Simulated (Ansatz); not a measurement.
A crystal relaxed with r2SCAN+rVV10 in Ansatz 0.2.0 has space group R-3m:H (No. 166) and a = 3.691 Å, c = 17.282 Å.

```tsv
atom	site	x	y	z
Xx	3a	0.0000	0.0000	0.0000
Se	6c	0.3333	0.6667	0.9234
```

The r2SCAN gap is indirect, 0.51 eV (k = (-0.047, 0.005, 0.042) to Γ–S₀ (0.73 of the way from Γ)), below the direct gap of 1.00 eV at k = (0.229, 0.229, 0.487). The lowest empty level at k = (0.229, 0.229, 0.487) lies only 40 meV higher, so the place of the conduction bottom isn't settled. With HSE06 the valence top lies at k = (-0.047, 0.005, 0.042) and the conduction bottom at k = (0.229, 0.229, 0.487), 0.82 eV higher; the smallest vertical gap, at k = (0.229, 0.229, 0.487), is 1.46 eV. Meshes: r2SCAN 8×8×8, HSE06 6×6×6.

**Question.** Which element is Xx?
A. Pt
B. Ni
C. Pd

**Answer.** A. Xx is Pt: PtSe2 built on the CdCl2 prototype. Pt is surrounded by 6 Se at 2.51 Å; Se is surrounded by 3 Pt at 2.51 Å.

Spin-unpolarised throughout. Whether this structure exists isn't addressed.

Spin-orbit coupling is left out, which matters wherever the heavy atoms make up the band edges.

Where an edge lies off the special points, it is a point of the mesh or the k point where a search put PBE's edge or least direct gap, reused for the other functionals, whose own edges may lie a little apart.

Coordinates of k points refer to the reciprocal vectors of the primitive cell of the runs.
